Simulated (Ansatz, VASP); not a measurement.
**ZnSe (Stilleite): VASP beside Ansatz**

POSCAR

```
ZnSe
1.0
    0.0000000000      2.9511032709      2.8324246769
    2.9511032709      0.0000000000      2.8324246769
    2.9511032709      2.9511032709      0.0000000000
Zn Se
1 1
Direct
    0.0000000000      0.0000000000      0.0000000000
    0.2500000000      0.2500000000      0.2500000000
```

The input INCAR.step1:

```
SYSTEM = ZnSe
PREC = Accurate
ENCUT = 520
ISMEAR = 0
SIGMA = 0.01
LREAL = .FALSE.
LASPH = .TRUE.
NELM = 80
NBANDS = 16
GGA = PE
ALGO = Normal
EDIFF = 1E-4
LWAVE = .TRUE.
LCHARG = .FALSE.
```

File INCAR.step2:

```
SYSTEM = ZnSe
PREC = Accurate
ENCUT = 520
EDIFF = 1E-6
ISMEAR = 0
SIGMA = 0.01
LREAL = .FALSE.
LASPH = .TRUE.
NELM = 80
ALGO = Normal
ISIF = 2
LWAVE = .FALSE.
LCHARG = .TRUE.
METAGGA = R2SCAN
LMIXTAU = .TRUE.
LELF = .TRUE.
LVHAR = .TRUE.
NBANDS = 16
ISTART = 1
```

The input KPOINTS:

```
Automatic mesh
0
G
  8 8 8
  0 0 0
```

Input for Ansatz:

```yaml
crystal:
  lattice:
    - [0.0, 2.9511032709, 2.8324246769]
    - [2.9511032709, 0.0, 2.8324246769]
    - [2.9511032709, 2.9511032709, 0.0]
  atoms:
    - { symbol: Zn, position: [0.0, 0.0, 0.0] }
    - { symbol: Se, position: [0.25, 0.25, 0.25] }
kpoints:
  mp_grid: { grid: [8, 8, 8] }
  band_path:
    path:
      - [0.0, 0.0, 0.0]
      - [-0.5, -0.5, 0.0]
      - [-0.375, -0.375, 0.25]
      - [-0.375, 0.0, 0.375]
      - [0.0, 0.0, 0.5]
      - [-0.5, -0.25, 0.25]
    npoints: 1
hamiltonian:
  xc: r2scan
scf:
  occupations: { method: fixed }
  n_extra_bands: 4
output:
  forces: true
  stress: true
  eigenvalues: true
  write_density: true
  write_potential: true
  elf: true
  volumetric_format: npy
```

Change from the starting cell: biaxial_xy strain +4.2%.

Alike in both runs: task single point; functional r2SCAN; k mesh 8 × 8 × 8; no spin polarisation.

|  | VASP | Ansatz |
| --- | --- | --- |
| version | VASP 6.6.1 | Ansatz 0.2.0 |
| potentials or method | VASP PAW PBE potentials, release 64 (Zn, Se) | plane waves, PAW |
| plane-wave cutoff (eV) | 520 | 500 |
| occupations | gaussian, width 0.01 eV | fixed |
| valence electrons in the cell | 18 | 28 |

Ansatz gave:

```
gap on the k mesh at the Fermi level (eV)       : 1.43
pressure (GPa)                                  : -4.5
largest component of the traceless stress (GPa) : 0.98
```

Q: Estimate VASP's values.

A: gap on the k mesh at the Fermi level (eV): 1.43; pressure (GPa): -4.4; largest component of the traceless stress (GPa): 0.98.

The two sets of potentials don't hold the same shells in valence.

Caveats: the PAW data sets were made with another functional, which shifts forces and pressure a little (VASP).
